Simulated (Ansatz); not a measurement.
**Si: compression at zero temperature**

How does Si compress? Cell and atoms are relaxed at 7 pressures between -1 and 90 GPa.

Method: DFT r2SCAN, scalar-relativistic, plane waves, PAW, in Ansatz 0.2.0.

2 further runs of the same task are left out: 2 set aside as unsound or not needed.

## (1) Starting point

Symmetry: P6_3/mmc, No. 194, hexagonal system. The conventional cell has a = 3.832 Å, b = 3.832 Å, c = 6.342 Å, α = 90.00°, β = 90.00°, γ = 120.00°. Si (site symmetry 3m) has 4 Si at 2.35 to 2.37 Å as nearest neighbours.

Coordinates:

```cif
data_structure
_symmetry_space_group_name_H-M 'P 1'
_symmetry_Int_Tables_number 1
_cell_length_a 3.8319
_cell_length_b 3.8319
_cell_length_c 6.3418
_cell_angle_alpha 90.000
_cell_angle_beta 90.000
_cell_angle_gamma 120.000
_cell_volume 80.64
loop_
_atom_site_label
_atom_site_type_symbol
_atom_site_fract_x
_atom_site_fract_y
_atom_site_fract_z
_atom_site_occupancy
Si1 Si 0.33333 0.66667 0.06309 1
Si2 Si 0.66667 0.33333 0.56309 1
Si3 Si 0.33333 0.66667 0.43691 1
Si4 Si 0.66667 0.33333 0.93691 1
```

It goes back to an entry of the Materials Project, which need not be the stable form.

This cell was relaxed beforehand with the same method: volume 20.16 Å³/atom, gap on the mesh 0.61 eV.

## (2) Relaxing at -1 GPa

Contents of input.yaml:

```yaml
crystal:
  lattice:
    - [3.8445581472, 0.0, 0.0]
    - [-1.9222790736, 3.3294850218, 0.0]
    - [0.0, 0.0, 6.3627553765]
  atoms:
    - { symbol: Si, position: [0.3333333333, 0.6666666667, 0.0630908785] }
    - { symbol: Si, position: [0.6666666667, 0.3333333333, 0.5630908785] }
    - { symbol: Si, position: [0.3333333333, 0.6666666667, 0.4369091215] }
    - { symbol: Si, position: [0.6666666667, 0.3333333333, 0.9369091215] }
basis:
  ecutwfc: 500
kpoints:
  mp_grid: { grid: [12, 12, 6] }
hamiltonian:
  xc: r2scan
scf:
  occupations: { method: gaussian, width: 0.02 }
output:
  forces: true
  stress: true
  eigenvalues: true
  write_density: true
  write_potential: true
  elf: true
  volumetric_format: npy
relax:
  adjacent_minimum: "off"
  f_tol: 0.008
  max_steps: 50
  cell: { stress_tol: 0.08, p_target: -1.0 }
```

The run is started by

```
$ ansatz run input.yaml --threads 1 --pin off --max-ram 2560MiB --backend cpu --events-out ev --progress --plain --runs-dir out
```

Further runs follow: seeking the band edges at -1 GPa; relaxing at 1 GPa; the gap over the whole zone at 1 GPa; target pressure 4 GPa; band edges over the zone at 4 GPa; relaxing at 12 GPa; seeking the band edges at 12 GPa; target pressure 25 GPa; seeking the band edges at 25 GPa; 50 GPa; relaxing at 90 GPa.

Q: Predict the outcome of this session. Wanted: bulk modulus B0; B0'.

As calculated:

| quantity | value |
| --- | --- |
| volume at 90 GPa | 13.18 Å³/atom, V/V0 = 0.654 |
| bulk modulus B0 (third-order Birch-Murnaghan) | 103 GPa |
| B0' | 3.5 |
| gap at 0 and 90 GPa | 0.61 eV; none (metal) |

What this shows: At 90 GPa the crystal has lost 34.6 % of its volume. A third-order Birch-Murnaghan curve fits the points with B0 = 103 GPa. The cell gives way unevenly: a -15.7 %, b -15.7 %, c -8.0 %. The gap closes between 25 and 50 GPa; that is the Kohn-Sham gap on the mesh, and since semilocal gaps are small it probably closes too early. Other structures may take over in this range; these runs cannot find them.
